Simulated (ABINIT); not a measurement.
Crystal: Sn.

```
Sn
1.0
     0.00000    3.23334    3.23334
     3.23334    0.00000    3.23334
     3.23334    3.23334    0.00000
Sn
2
Direct
  0.75000 0.75000 0.75000
  0.50000 0.50000 0.50000
```

This isn't the form of Sn at room conditions, which is tetragonal (white tin).

Base run:

```yaml
Program: ABINIT 10.8.3 (patched build)
Functional: AM05
Potentials_or_basis: JTH PAW PBE v2.0
Cutoff: 707 eV
k_mesh: 7 × 7 × 7
Occupations: fermi-dirac, width 0.05 eV
Spin: no spin polarisation
```

Its results: band gap on the k mesh none (metal or under the smearing width); pressure 1.5 GPa.

**Question.** After a change of settings the same cell gave: band gap on the k mesh none (metal or under the smearing width); pressure 6.1 GPa. Which change was it?
A. functional from AM05 to PBE
B. functional from AM05 to LDA
C. functional from AM05 to BLYP
D. functional from AM05 to revPBE

**Answer.** C.

BLYP binds less tightly than AM05, so the same cell stands under more pressure.

Caveats: the PAW data sets were made with another functional, which shifts forces and pressure a little.
